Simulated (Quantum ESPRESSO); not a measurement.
# MgO (Fm-3m) in Quantum ESPRESSO: settings compared

Aim: see how the results for MgO move with the level of theory and the settings. Levels: revPBE, rPW86PBE+rVV10, rev-vdW-DF2. Tasks: band structure.

Everything below comes from runs of Quantum ESPRESSO 7.5. Logs are shortened: lines on timing, memory, paths and dates and some standing lists are left out, and cuts for length are marked.

**What was measured.**

“Electronic structure of alkaline earth and post-transition metal oxides”, 2009, arxiv:0908.1581 quotes, for a bulk crystal of MgO: band gap 7.83 eV.

The runs below are set against these values where they give the same quantity.

## Step 1: The crystal as given

The structure is cubic, space group Fm-3m (No. 225). The conventional cell has a = 4.194 Å, b = 4.194 Å, c = 4.194 Å, α = 90.00°, β = 90.00°, γ = 90.00°. Around Mg (site symmetry m-3m) lie 6 O at 2.10 Å. O (site symmetry m-3m) is surrounded by 6 Mg at 2.10 Å.

The cell is a database's computed one.

## Step 2: Band structure, revPBE

File pw.in:

```
&CONTROL
  calculation = 'scf'
  prefix = 'pwscf'
  outdir = './tmp'
  pseudo_dir = './pseudo'
  tprnfor = .true.
  tstress = .true.
  disk_io = 'low'
/
&SYSTEM
  ibrav = 0
  nat = 2
  ntyp = 2
  ecutwfc = 88
  nbnd = 14
  input_dft = 'revpbe'
  occupations = 'smearing'
  smearing = 'fd'
  degauss = 0.00367493
/
&ELECTRONS
  conv_thr = 4d-10
  electron_maxstep = 120
  mixing_beta = 0.5
/
ATOMIC_SPECIES
Mg    24.3050 Mg_ONCV_PBE-1.2.upf
O     15.9990 O_ONCV_PBE-1.2.upf
CELL_PARAMETERS angstrom
   0.0000000000    2.0970013927    2.0970013927
   2.0970013927    0.0000000000    2.0970013927
   2.0970013927    2.0970013927    0.0000000000
ATOMIC_POSITIONS angstrom
Mg     0.0000000000    0.0000000000    0.0000000000
O      2.0970013927    2.0970013927    2.0970013927
K_POINTS automatic
11 11 11 0 0 0
```

File bands.in:

```
&CONTROL
  calculation = 'bands'
  prefix = 'pwscf'
  outdir = './tmp'
  pseudo_dir = './pseudo'
  disk_io = 'low'
  verbosity = 'high'
/
&SYSTEM
  ibrav = 0
  nat = 2
  ntyp = 2
  ecutwfc = 88
  nbnd = 14
  input_dft = 'revpbe'
  occupations = 'smearing'
  smearing = 'fd'
  degauss = 0.00367493
/
&ELECTRONS
  conv_thr = 1d-08
  electron_maxstep = 120
  mixing_beta = 0.5
  diago_full_acc = .true.
  startingwfc = 'random'
/
ATOMIC_SPECIES
Mg    24.3050 Mg_ONCV_PBE-1.2.upf
O     15.9990 O_ONCV_PBE-1.2.upf
CELL_PARAMETERS angstrom
   0.0000000000    2.0970013927    2.0970013927
   2.0970013927    0.0000000000    2.0970013927
   2.0970013927    2.0970013927    0.0000000000
ATOMIC_POSITIONS angstrom
Mg     0.0000000000    0.0000000000    0.0000000000
O      2.0970013927    2.0970013927    2.0970013927
K_POINTS crystal
60
 0.0000000000  0.0000000000  0.0000000000 1
 0.0625000000  0.0000000000  0.0625000000 1
 0.1250000000  0.0000000000  0.1250000000 1
 0.1875000000  0.0000000000  0.1875000000 1
 0.2500000000  0.0000000000  0.2500000000 1
 0.3125000000  0.0000000000  0.3125000000 1
 0.3750000000  0.0000000000  0.3750000000 1
 0.4375000000  0.0000000000  0.4375000000 1
 0.5000000000  0.0000000000  0.5000000000 1
 0.5000000000  0.0625000000  0.5625000000 1
 0.5000000000  0.1250000000  0.6250000000 1
 0.5000000000  0.1875000000  0.6875000000 1
 0.5000000000  0.2500000000  0.7500000000 1
 0.4375000000  0.3125000000  0.7500000000 1
 0.3750000000  0.3750000000  0.7500000000 1
 0.3375000000  0.3375000000  0.6750000000 1
 0.3000000000  0.3000000000  0.6000000000 1
 0.2625000000  0.2625000000  0.5250000000 1
 0.2250000000  0.2250000000  0.4500000000 1
 0.1875000000  0.1875000000  0.3750000000 1
 0.1500000000  0.1500000000  0.3000000000 1
 0.1125000000  0.1125000000  0.2250000000 1
 0.0750000000  0.0750000000  0.1500000000 1
 0.0375000000  0.0375000000  0.0750000000 1
 0.0000000000  0.0000000000  0.0000000000 1
 0.0625000000  0.0625000000  0.0625000000 1
 0.1250000000  0.1250000000  0.1250000000 1
 0.1875000000  0.1875000000  0.1875000000 1
 0.2500000000  0.2500000000  0.2500000000 1
 0.3125000000  0.3125000000  0.3125000000 1
 0.3750000000  0.3750000000  0.3750000000 1
 0.4375000000  0.4375000000  0.4375000000 1
 0.5000000000  0.5000000000  0.5000000000 1
 0.5250000000  0.4500000000  0.5250000000 1
 0.5500000000  0.4000000000  0.5500000000 1
 0.5750000000  0.3500000000  0.5750000000 1
 0.6000000000  0.3000000000  0.6000000000 1
 0.6250000000  0.2500000000  0.6250000000 1
 0.5833333333  0.2500000000  0.6666666667 1
 0.5416666667  0.2500000000  0.7083333333 1
 0.5000000000  0.2500000000  0.7500000000 1
 0.5000000000  0.2857142857  0.7142857143 1
 0.5000000000  0.3214285714  0.6785714286 1
 0.5000000000  0.3571428571  0.6428571429 1
 0.5000000000  0.3928571429  0.6071428571 1
 0.5000000000  0.4285714286  0.5714285714 1
 0.5000000000  0.4642857143  0.5357142857 1
 0.5000000000  0.5000000000  0.5000000000 1
 0.4821428571  0.4821428571  0.5357142857 1
 0.4642857143  0.4642857143  0.5714285714 1
 0.4464285714  0.4464285714  0.6071428571 1
 0.4285714286  0.4285714286  0.6428571429 1
 0.4107142857  0.4107142857  0.6785714286 1
 0.3928571429  0.3928571429  0.7142857143 1
 0.3750000000  0.3750000000  0.7500000000 1
 0.6250000000  0.2500000000  0.6250000000 1
 0.5937500000  0.1875000000  0.5937500000 1
 0.5625000000  0.1250000000  0.5625000000 1
 0.5312500000  0.0625000000  0.5312500000 1
 0.5000000000  0.0000000000  0.5000000000 1
```

Potentials or basis: SG15 PBE 1.2.

Run with:

```
$ OMP_NUM_THREADS=1 pw.x -in pw.in > pw.out
$ OMP_NUM_THREADS=1 pw.x -in bands.in > bands.out
```

pw.out:

```text
This program is part of the open-source Quantum ESPRESSO suite
     for quantum simulation of materials; please cite
         "P. Giannozzi et al., J. Phys.:Condens. Matter 21 395502 (2009);
         "P. Giannozzi et al., J. Phys.:Condens. Matter 29 465901 (2017);
         "P. Giannozzi et al., J. Chem. Phys. 152 154105 (2020);
     in publications or presentations arising from this work. More details at

     IMPORTANT: XC functional enforced from input :
     Exchange-correlation= REVPBE
                           (   1   4   4   4   0   0   0)
     Any further DFT definition will be discarded
     Please, verify this is what you really want

     Message from routine setup:
     using ibrav=0 with symmetry is DISCOURAGED, use correct ibrav instead

     G-vector sticks info
     --------------------
     sticks:   dense  smooth     PW     G-vecs:    dense   smooth      PW
     Sum         757     757    241                13851    13851    2421

     Using Slab Decomposition

     bravais-lattice index     =            0
     lattice parameter (alat)  =       5.6042  a.u.
     unit-cell volume          =     124.4580 (a.u.)^3
     number of atoms/cell      =            2
     number of atomic types    =            2
     number of electrons       =        16.00
     number of Kohn-Sham states=           14
     kinetic-energy cutoff     =      88.0000  Ry
     charge density cutoff     =     352.0000  Ry
     scf convergence threshold =      4.0E-10
     mixing beta               =       0.5000
     number of iterations used =            8  plain     mixing
     Exchange-correlation= REVPBE
                           (   1   4   4   4   0   0   0)

     celldm(1)=   5.604187  celldm(2)=   0.000000  celldm(3)=   0.000000
     celldm(4)=   0.000000  celldm(5)=   0.000000  celldm(6)=   0.000000

     crystal axes: (cart. coord. in units of alat)
               a(1) = (   0.000000   0.707107   0.707107 )
               a(2) = (   0.707107   0.000000   0.707107 )
               a(3) = (   0.707107   0.707107   0.000000 )

     reciprocal axes: (cart. coord. in units 2 pi/alat)
               b(1) = ( -0.707107  0.707107  0.707107 )
               b(2) = (  0.707107 -0.707107  0.707107 )
               b(3) = (  0.707107  0.707107 -0.707107 )

     PseudoPot. # 1 for Mg read from file:
     Mg_ONCV_PBE-1.2.upf
     Pseudo is Norm-conserving, Zval = 10.0
     Generated using ONCVPSP code by D. R. Hamann
     Using radial grid of  602 points,  4 beta functions with:
                l(1) =   0
                l(2) =   0
                l(3) =   1
                l(4) =   1

     PseudoPot. # 2 for O  read from file:
     O_ONCV_PBE-1.2.upf
     Pseudo is Norm-conserving, Zval =  6.0
     Generated using ONCVPSP code by D. R. Hamann
     Using radial grid of  602 points,  4 beta functions with:
                l(1) =   0
                l(2) =   0
                l(3) =   1
                l(4) =   1

     atomic species   valence    mass     pseudopotential
     Mg               10.00    24.30500     Mg( 1.00)
     O                 6.00    15.99900     O ( 1.00)

     48 Sym. Ops., with inversion, found

   Cartesian axes

     site n.     atom                  positions (alat units)
         1        Mg     tau(   1) = (   0.0000000   0.0000000   0.0000000  )
         2        O      tau(   2) = (   0.7071068   0.7071068   0.7071068  )

     number of k points=    56  Fermi-Dirac smearing, width (Ry)=  0.0037
                       cart. coord. in units 2pi/alat
        k(    1) = (   0.0000000   0.0000000   0.0000000), wk =   0.0015026
        k(    2) = (   0.0642824   0.0642824  -0.0642824), wk =   0.0120210
        k(    3) = (   0.1285649   0.1285649  -0.1285649), wk =   0.0120210
        k(    4) = (   0.1928473   0.1928473  -0.1928473), wk =   0.0120210
        k(    5) = (   0.2571297   0.2571297  -0.2571297), wk =   0.0120210
        k(    6) = (   0.3214122   0.3214122  -0.3214122), wk =   0.0120210
[... 48 lines left out ...]
[... 54 lines left out ...]
    17.7787  20.0667  24.4364  27.0816  27.0816  33.2588

          k = 0.4500 0.0643-0.0643 (  1724 PWs)   bands (ev):
[... 36 lines left out ...]
   -63.4101 -30.2987 -30.2707 -30.2568  -6.6491   5.2953   6.9278   7.8324
    19.0706  20.4545  22.0880  27.8341  27.8419  35.8840

          k =-0.0000-0.5143 0.5143 (  1734 PWs)   bands (ev):

   -63.4102 -30.2906 -30.2826 -30.2531  -6.6280   5.6754   6.2010   7.9415
    19.4506  21.4495  21.6954  27.4781  27.8228  34.0250

          k = 0.6428-0.0000 0.0000 (  1732 PWs)   bands (ev):

   -63.4101 -30.3043 -30.2606 -30.2606  -6.6819   5.0285   7.7259   7.7259
    18.4252  19.4396  22.3841  28.3539  28.3539  35.1045

          k =-0.0000-0.6428 0.6428 (  1732 PWs)   bands (ev):

   -63.4099 -30.3038 -30.2643 -30.2602  -6.6404   5.0607   7.4548   7.7310
    18.5898  19.7270  22.2756  28.1960  28.2700  35.2976

          k = 0.2571 0.1286 0.0000 (  1751 PWs)   bands (ev):

   -63.4177 -30.2648 -30.2434 -30.2370  -7.6626   6.9056   8.4072   8.6970
    16.5237  21.6113  25.6033  26.4861  27.4022  31.2304

          k = 0.3214 0.1928-0.0643 (  1737 PWs)   bands (ev):

   -63.4154 -30.2826 -30.2489 -30.2393  -7.3434   6.0568   8.0385   8.5300
    17.4913  21.0784  24.8809  26.7445  27.8562  31.4756

          k = 0.3857 0.2571-0.1286 (  1736 PWs)   bands (ev):
[... 26 lines left out ...]
   -63.4111 -30.3018 -30.2668 -30.2492  -6.7143   5.2110   6.8852   8.0317
    19.2037  21.4138  22.6556  26.4258  29.6781  31.7477

          k =-0.0643-0.3214 0.4500 (  1743 PWs)   bands (ev):

   -63.4119 -30.2973 -30.2664 -30.2458  -6.8283   5.3960   6.9616   8.1697
    19.1395  21.0490  23.0172  26.5887  29.8489  30.9170

          k = 0.0000-0.2571 0.3857 (  1730 PWs)   bands (ev):

   -63.4134 -30.2903 -30.2598 -30.2419  -7.0673   5.6926   7.3995   8.3637
    18.5194  20.7940  23.8164  26.8815  28.5151  31.4489

          k = 0.5143 0.1286 0.0000 (  1727 PWs)   bands (ev):

   -63.4117 -30.2948 -30.2595 -30.2548  -6.8802   5.4325   7.6199   7.8718
    19.2926  19.3888  22.7871  27.3051  28.2260  34.3930

          k =-0.1286-0.5143 0.6428 (  1730 PWs)   bands (ev):

   -63.4106 -30.2972 -30.2673 -30.2566  -6.7112   5.3699   7.0720   7.7555
    19.4311  20.3374  22.2325  26.8081  28.7788  34.2507

          k =-0.0643-0.4500 0.5785 (  1731 PWs)   bands (ev):

   -63.4103 -30.2932 -30.2775 -30.2549  -6.6357   5.5939   6.4116   7.7969
    19.7003  21.2755  21.8464  26.3425  29.1118  33.2034

          k = 0.0000-0.3857 0.5143 (  1736 PWs)   bands (ev):

   -63.4107 -30.2907 -30.2799 -30.2507  -6.6807   5.7241   6.2388   7.9555
    19.8350  21.1704  22.1804  26.3811  29.6953  31.4799

          k =-0.0643-0.5785 0.7071 (  1727 PWs)   bands (ev):

   -63.4101 -30.3012 -30.2641 -30.2610  -6.6603   5.1700   7.4216   7.6146
    18.9110  19.9019  22.2111  27.4426  28.6953  35.4461

          k =-0.0000-0.5143 0.6428 (  1729 PWs)   bands (ev):
[... 11 lines left out ...]
   -63.4104 -30.2933 -30.2751 -30.2554  -6.6558   5.6066   6.5128   7.6966
    20.1162  20.9737  22.0737  25.8070  30.3389  31.5827

          k =-0.0643-0.4500 0.7071 (  1726 PWs)   bands (ev):

   -63.4100 -30.2931 -30.2734 -30.2613  -6.6179   5.5736   6.7172   7.4348
    20.0317  20.8992  21.7420  25.7943  29.8353  33.3097

          k = 0.0000-0.3857 0.6428 (  1738 PWs)   bands (ev):

   -63.4100 -30.2857 -30.2824 -30.2607  -6.5975   5.9604   6.1736   7.4319
    20.4845  21.1593  21.6521  25.2577  30.6317  32.0078

     the Fermi energy is    11.3075 ev

!    total energy              =    -140.93725999 Ry
     estimated scf accuracy    <          2.4E-10 Ry
     smearing contrib. (-TS)   =       0.00000000 Ry
     internal energy E=F+TS    =    -140.93725999 Ry

     The total energy is F=E-TS. E is the sum of the following terms:
     one-electron contribution =     -55.93481180 Ry
     hartree contribution      =      31.51455207 Ry
     xc contribution           =     -21.34223457 Ry
     ewald contribution        =     -95.17476569 Ry

     convergence has been achieved in   9 iterations

     Forces acting on atoms (cartesian axes, Ry/au):

     atom    1 type  1   force =    -0.00000000    0.00000000   -0.00000000
     atom    2 type  2   force =     0.00000000   -0.00000000    0.00000000

     Total force =     0.000000     Total SCF correction =     0.000000

     Computing stress (Cartesian axis) and pressure

          total   stress  (Ry/bohr**3)                   (kbar)     P=      116.69
   0.00079324  -0.00000000   0.00000000          116.69       -0.00        0.00
  -0.00000000   0.00079324  -0.00000000           -0.00      116.69       -0.00
   0.00000000  -0.00000000   0.00079324            0.00       -0.00      116.69

=------------------------------------------------------------------------------=
   JOB DONE.
=------------------------------------------------------------------------------=
```

Run time: 29 s. Hardware: 1 thread of Arm Neoverse V2, shared host; peak memory 0.09 GiB.

Results:

| Property | Result |
| --- | --- |
| Free energy | -1917.5491 eV |
| Pressure | 11.7 GPa |
| Band gap on the k mesh | 5.05 eV, direct |
| Band gap along the path | 5.05 eV, direct |

Levels at the corners of the path, in eV from the valence-band top:
| point | band 5 | band 6 | band 7 | band 8 | band 9 | band 10 | band 11 | band 12 |
| --- | --- | --- | --- | --- | --- | --- | --- | --- |
| Γ | -17.25 | 0.00 | 0.00 | 0.00 | 5.05 | 16.12 | 16.12 | 16.12 |
| X | -15.69 | -4.06 | -1.34 | -1.34 | 9.31 | 10.42 | 13.32 | 19.38 |
| W | -15.63 | -2.94 | -2.94 | -1.75 | 11.85 | 11.85 | 12.61 | 15.93 |
| K | -15.67 | -3.47 | -2.69 | -1.14 | 10.32 | 12.18 | 12.74 | 18.54 |
| Γ | -17.25 | 0.00 | 0.00 | 0.00 | 5.05 | 16.12 | 16.12 | 16.12 |
| L | -15.92 | -4.59 | -0.65 | -0.65 | 8.13 | 12.87 | 16.70 | 16.70 |
| U | -15.67 | -3.47 | -2.69 | -1.14 | 10.32 | 12.18 | 12.74 | 18.54 |
| W | -15.63 | -2.94 | -2.94 | -1.75 | 11.85 | 11.85 | 12.61 | 15.93 |
| L | -15.92 | -4.59 | -0.65 | -0.65 | 8.13 | 12.87 | 16.70 | 16.70 |
| K | -15.67 | -3.47 | -2.69 | -1.14 | 10.32 | 12.18 | 12.74 | 18.54 |
| U | -15.67 | -3.47 | -2.69 | -1.14 | 10.32 | 12.18 | 12.74 | 18.54 |
| X | -15.69 | -4.06 | -1.34 | -1.34 | 9.31 | 10.42 | 13.32 | 19.38 |

Caveat: the potentials were made for another functional, which shifts forces and pressure.

[end of part 1 of 2]
